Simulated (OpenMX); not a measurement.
**CdSe (Cadmoselite) under changes of volume**

One of the cells (28.102 Å³/atom); the others are scaled copies at fixed shape and fractional positions:

```xyz
4
Lattice="4.3000 0.0000 0.0000 -2.1500 3.7239 0.0000 0.0000 0.0000 7.0200" Properties=species:S:1:pos:R:3 pbc="T T T"
Cd    2.1500    1.2413    3.5100
Cd    0.0000    2.4826    0.0000
Se    2.1500    1.2413    6.2127
Se    0.0000    2.4826    2.7027
```

| Item | Value |
| --- | --- |
| Program | OpenMX 3.8.5 |
| Functional | LDA |
| Potentials or basis | OpenMX 2013 LDA set, Cd7.0-s3p2d2, Se7.0-s3p2d2, fixed grid of 50 × 50 × 96 points |
| k mesh | 7 × 7 × 5 |
| Occupations | fermi-dirac, width 0.05 eV |
| Spin | no spin polarisation |

```csv
volume (Å³/atom),energy over the lowest point (meV/atom),gap on the mesh (eV),largest force (eV/Å)
26.416,?,?,?
26.978,0.88,0.76,0.343
27.540,0.00,0.69,0.319
28.102,3.10,0.62,0.297
28.665,9.72,0.56,0.276
29.227,19.46,0.50,0.257
29.789,31.97,0.44,0.239
```

Question: What does the run at 26.416 Å³/atom give?

Answer: Energy over the lowest point 6.16 meV/atom; gap on the mesh 0.83 eV; largest force 0.370 eV/Å.

Worked out: A Birch-Murnaghan fit of order 3 (a polynomial in V^(-2/3)) to the other rows has its minimum at 27.38 Å³/atom with B0 = V·E''(V) = 57 GPa and B' = 4.8 at fixed shape and positions, which overstates the stiffness. It gives 6.23 meV/atom at 26.416 Å³/atom, against the run's 6.16. A straight line through the other rows of the gap, of slope -3.22 eV per unit of ln V (its deformation potential), extrapolates to 0.82 eV, against the run's 0.83.

Energies are extrapolated to zero smearing.

Caveats: the basis of atomic orbitals isn't converged, which shifts pressures, moduli and gaps.

Spin-orbit coupling on Cd, Se is left out.
